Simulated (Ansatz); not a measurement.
Molecular dynamics on a 2×2×3 supercell (24 atoms) of SiC (CsCl type), relaxed with r2SCAN. Forces come from PBE in Ansatz 0.2.0: constant energy and volume (NVE), velocities drawn at 450 K, steps of 3 fs. Classical nuclei, no spin polarisation; a few dozen steps show the first response, not equilibrium. The structure comes from a prototype and may be hypothetical.

```yaml
crystal:
  lattice:
    - [5.240245732, 0.0, 0.0]
    - [0.0, 5.240245732, 0.0]
    - [0.0, 0.0, 7.860368598]
  atoms:
    - { symbol: Si, position: [0.0, 0.0, 0.0] }
    - { symbol: C, position: [0.25, 0.25, 0.1666666667] }
    - { symbol: Si, position: [0.0, 0.0, 0.3333333333] }
    - { symbol: C, position: [0.25, 0.25, 0.5] }
    - { symbol: Si, position: [0.0, 0.0, 0.6666666667] }
    - { symbol: C, position: [0.25, 0.25, 0.8333333333] }
    - { symbol: Si, position: [0.0, 0.5, 0.0] }
    - { symbol: C, position: [0.25, 0.75, 0.1666666667] }
    - { symbol: Si, position: [0.0, 0.5, 0.3333333333] }
    - { symbol: C, position: [0.25, 0.75, 0.5] }
    - { symbol: Si, position: [0.0, 0.5, 0.6666666667] }
    - { symbol: C, position: [0.25, 0.75, 0.8333333333] }
    - { symbol: Si, position: [0.5, 0.0, 0.0] }
    - { symbol: C, position: [0.75, 0.25, 0.1666666667] }
    - { symbol: Si, position: [0.5, 0.0, 0.3333333333] }
    - { symbol: C, position: [0.75, 0.25, 0.5] }
    - { symbol: Si, position: [0.5, 0.0, 0.6666666667] }
    - { symbol: C, position: [0.75, 0.25, 0.8333333333] }
    - { symbol: Si, position: [0.5, 0.5, 0.0] }
    - { symbol: C, position: [0.75, 0.75, 0.1666666667] }
    - { symbol: Si, position: [0.5, 0.5, 0.3333333333] }
    - { symbol: C, position: [0.75, 0.75, 0.5] }
    - { symbol: Si, position: [0.5, 0.5, 0.6666666667] }
    - { symbol: C, position: [0.75, 0.75, 0.8333333333] }
kpoints:
  mp_grid: { grid: [4, 4, 2] }
hamiltonian:
  xc: pbe
scf:
  occupations: { method: fermi_dirac, width: 0.039 }
md:
  ensemble: nve
  temperature: 450
  timestep: 3.0
  n_steps: 30
  initial_velocities: maxwell_boltzmann
  seed: 2327
```

Command: `ansatz run input.yaml --threads 4 --pin off --max-ram 3686MiB --backend cpu --events-out ev --progress --plain --runs-dir out`. It took 110 s on 4 threads of AMD EPYC 9R14 (Zen 4), with other jobs on the host; peak host memory 0.89 GiB.

Question: How do temperature and energy develop?

Answer: The temperature goes from 450 K to 4906 K in 90 fs. The free energy ends below that of the starting lattice, which is therefore no minimum: the cell is distorting and heats up. The conserved energy stays within 19.92 meV an atom. By the last step the atoms have moved 1.14 Å in the root mean square, the drift of the whole cell taken out, 2.10 Å at most.
```csv
step,t (fs),T (K),free energy F from step 0 (meV/atom),kinetic energy (meV/atom),largest force (eV/Å)
0,0,450,0.0,55.7,0.00
1,3,471,-2.6,58.3,0.72
2,6,534,-10.4,66.2,1.19
3,9,654,-25.0,81.0,1.56
4,12,867,-51.0,107.4,2.10
5,15,1226,-95.3,151.9,2.72
6,18,1756,-161.6,217.6,3.20
7,21,2418,-245.0,299.6,3.40
8,24,3078,-329.2,381.3,3.80
9,27,3536,-387.4,438.0,4.59
10,30,3692,-405.7,457.3,6.20
11,33,3695,-404.3,457.7,7.02
12,36,3752,-411.7,464.7,6.52
13,39,3868,-426.6,479.1,6.44
14,42,4011,-442.9,496.9,7.55
15,45,4265,-475.4,528.3,6.24
16,48,4477,-505.6,554.6,6.41
17,51,4328,-486.0,536.1,8.43
18,54,4049,-445.0,501.6,13.85
19,57,4145,-462.6,513.5,10.78
20,60,4155,-469.0,514.6,8.64
21,63,4038,-434.6,500.2,19.01
22,66,4697,-536.0,581.9,7.59
23,69,4996,-570.2,618.9,7.17
24,72,4743,-537.6,587.5,9.05
25,75,4323,-479.5,535.5,14.45
26,78,4402,-489.9,545.3,14.41
27,81,4890,-558.4,605.8,7.67
28,84,5057,-576.0,626.4,9.89
29,87,4971,-561.8,615.8,8.39
30,90,4906,-556.1,607.7,7.89
```

Positions (Å) and forces (eV/Å) at step 30:
```
Si   0.168   0.610  -0.281    -4.493   0.839   6.429
C    0.788   1.015   1.503    -0.175  -2.228  -3.516
Si  -0.506  -0.272   2.401     3.292  -0.830   1.271
C    1.251   2.809   4.021     2.097  -0.614   1.023
Si   0.011  -0.431   5.408     1.588   3.405  -1.816
C    1.121   0.885   6.273     2.377   3.099  -3.152
Si   0.871   3.262   0.564     1.732  -1.740  -1.293
C    2.452   3.930   1.222    -0.814  -2.020   1.263
Si   0.241   1.892   2.929     0.215  -1.408   1.994
C    0.876   5.271   3.862     0.941  -0.209  -1.012
Si   0.074   2.676   5.602    -1.513  -3.852  -0.679
C   -0.832   4.087   6.971     0.287   0.161   0.722
Si   2.509  -0.454  -0.394     2.995   4.959   3.447
C    3.432   1.281  -0.108     0.032  -5.547  -1.644
Si   1.966   0.060   2.453    -1.309  -0.423  -0.756
C    3.451   0.827   2.585     1.466   5.980   0.606
Si   2.768  -0.318   5.283    -0.701   4.120  -3.813
C    3.809   1.408   5.041     1.329   0.697   0.791
Si   3.835   2.773   0.382    -0.573   4.007   1.222
C    4.921   3.162   1.829    -3.111   3.544   0.881
Si   3.290   3.063   2.956    -1.964  -2.961   0.817
C    3.974   4.227   4.250    -1.244  -3.773  -2.501
Si   2.386   2.310   5.636    -0.167  -3.551  -1.319
C    1.778   3.827   6.214    -2.287  -1.656   1.035
```

Where bands overlap the cell is a metal at that level, and these k meshes limit energies, forces and stress. Overlaps of a few tenths of an eV in semilocal functionals can be an artefact that a hybrid or GW lifts.
